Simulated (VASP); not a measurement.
Here is a VASP 6.6.1 calculation.

File POSCAR:

```
CaO
1.0
    0.0000000000      2.4035556960      2.4035556960
    2.4035556960      0.0000000000      2.4035556960
    2.4035556960      2.4035556960      0.0000000000
Ca O
1 1
Direct
    0.0000000000      0.0000000000      0.0000000000
    0.5000000000      0.5000000000      0.5000000000
```

File INCAR.step1:

```
SYSTEM = CaO
ALGO = Normal ; EDIFF = 1E-5
ENCUT = 520 ; GGA = PE
ISIF = 2 ; ISMEAR = 0
KPAR = 4 ; LASPH = .True.
LCHARG = .False. ; LREAL = .False.
LWAVE = .True. ; NELM = 100
PREC = Accurate ; SIGMA = 0.02
```

The input INCAR.step2:

```
SYSTEM = CaO
ALGO = Normal ; EDIFF = 1E-6
ENCUT = 520 ; GGA = PE
HFSCREEN = 0.2 ; ISIF = 2
ISMEAR = 0 ; ISTART = 1
KPAR = 4 ; LASPH = .True.
LCHARG = .False. ; LHFCALC = .True.
LREAL = .False. ; LWAVE = .False.
NELM = 100 ; PREC = Accurate
PRECFOCK = Fast ; SIGMA = 0.02
```

File KPOINTS:

```
k-points
0
Gamma
  6 6 6
  0 0 0
```

KPOINTS_OPT

```
path GXWKGLUWLK,UX
8
line-mode
reciprocal
 0.0000000000  0.0000000000  0.0000000000  G
 0.5000000000  0.0000000000  0.5000000000  X

 0.5000000000  0.0000000000  0.5000000000  X
 0.5000000000  0.2500000000  0.7500000000  W

 0.5000000000  0.2500000000  0.7500000000  W
 0.3750000000  0.3750000000  0.7500000000  K

 0.3750000000  0.3750000000  0.7500000000  K
 0.0000000000  0.0000000000  0.0000000000  G

 0.0000000000  0.0000000000  0.0000000000  G
 0.5000000000  0.5000000000  0.5000000000  L

 0.5000000000  0.5000000000  0.5000000000  L
 0.6250000000  0.2500000000  0.6250000000  U

 0.6250000000  0.2500000000  0.6250000000  U
 0.5000000000  0.2500000000  0.7500000000  W

 0.5000000000  0.2500000000  0.7500000000  W
 0.5000000000  0.5000000000  0.5000000000  L

 0.5000000000  0.5000000000  0.5000000000  L
 0.3750000000  0.3750000000  0.7500000000  K

 0.6250000000  0.2500000000  0.6250000000  U
 0.5000000000  0.0000000000  0.5000000000  X
```

Potentials or basis: VASP PAW PBE potentials, release 64 (Ca_sv, O).

The run is started by

```sh
$ cat potpaw_PBE.64/Ca_sv/POTCAR potpaw_PBE.64/O/POTCAR > POTCAR
$ cp INCAR.step1 INCAR
$ mpirun -np 4 vasp_std > vasp.out
$ cp INCAR.step2 INCAR
$ mpirun -np 4 vasp_std > vasp.out
```

Estimate the band gap on the k mesh.

5.32 eV, indirect (least direct gap 5.74 eV).

Predict the pressure.

0.1 GPa.

Levels at the corners of the path, in eV from the valence-band top:
| point | band 6 | band 7 | band 8 | band 9 | band 10 | band 11 |
| --- | --- | --- | --- | --- | --- | --- |
| Γ | 0.00 | 0.00 | 0.00 | 6.24 | 8.21 | 8.21 |
| X | -1.45 | -0.42 | -0.42 | 5.32 | 10.16 | 11.16 |
| X | -1.45 | -0.42 | -0.42 | 5.32 | 10.16 | 11.17 |
| W | -1.38 | -1.15 | -1.15 | 8.21 | 8.21 | 10.59 |
| W | -1.38 | -1.15 | -1.15 | 8.21 | 8.21 | 10.59 |
| K | -1.43 | -1.33 | -0.84 | 6.92 | 10.07 | 10.76 |
| K | -1.43 | -1.33 | -0.84 | 6.92 | 10.07 | 10.76 |
| Γ | 0.00 | 0.00 | 0.00 | 6.24 | 8.21 | 8.21 |
| Γ | 0.00 | 0.00 | 0.00 | 6.24 | 8.21 | 8.21 |
| L | -2.82 | -1.26 | -1.26 | 9.06 | 10.08 | 10.62 |
| L | -2.82 | -1.26 | -1.26 | 9.06 | 10.08 | 10.62 |
| U | -1.43 | -1.33 | -0.84 | 6.92 | 10.07 | 10.76 |
| U | -1.43 | -1.33 | -0.84 | 6.92 | 10.07 | 10.76 |
| W | -1.38 | -1.15 | -1.15 | 8.21 | 8.21 | 10.59 |
| W | -1.38 | -1.15 | -1.15 | 8.21 | 8.21 | 10.59 |
| L | -2.82 | -1.26 | -1.26 | 9.06 | 10.08 | 10.62 |
| L | -2.82 | -1.26 | -1.26 | 9.06 | 10.08 | 10.62 |
| K | -1.43 | -1.33 | -0.84 | 6.92 | 10.07 | 10.76 |
| U | -1.43 | -1.33 | -0.84 | 6.92 | 10.07 | 10.76 |
| X | -1.45 | -0.42 | -0.42 | 5.32 | 10.16 | 11.16 |

Caveat: the PAW data sets were made with another functional, which shifts forces and pressure a little.
